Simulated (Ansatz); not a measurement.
LaAlO3:
```cif
data_AlLaO3
_chemical_formula_sum 'La1 Al1 O3'
_space_group_name_H-M_alt 'P 1'
_space_group_IT_number 1
_cell_length_a 3.77586
_cell_length_b 3.77586
_cell_length_c 3.77586
_cell_angle_alpha 90.000
_cell_angle_beta 90.000
_cell_angle_gamma 90.000
loop_
_space_group_symop_operation_xyz
  'x, y, z'
loop_
_atom_site_label
_atom_site_type_symbol
_atom_site_fract_x
_atom_site_fract_y
_atom_site_fract_z
_atom_site_occupancy
La1 La 0.50000 0.50000 0.50000 1
Al1 Al 0.00000 0.00000 0.00000 1
O1 O 0.00000 0.50000 0.00000 1
O2 O 0.50000 0.00000 0.00000 1
O3 O 0.00000 0.00000 0.50000 1
```

This is the HSE06-relaxed structure.

Question: All from plane-wave PAW HSE06 (Ansatz code), unless another level is named. Estimate the band gap.

Answer: 4.88 eV (indirect).

Question: Next, the smallest direct gap on the standard path?

Answer: 5.03 eV.

Question: And the valence-band maximum?

Answer: at R.

Space group Pm-3m (cubic perovskite). This is a known high-temperature phase of the composition, computed here at zero pressure and temperature. The cell was relaxed with HSE06 under the symmetry of its start; whether a distortion lowers the energy is not shown. The hybrid was solved on a coarse mesh, the path and, where they were found, the r²SCAN edge points; its band edges are the extreme levels among these. Scalar-relativistic: spin–orbit coupling is off unless named, which matters more the heavier the elements.

Potentials: the earlier of the program's two PAW sets.
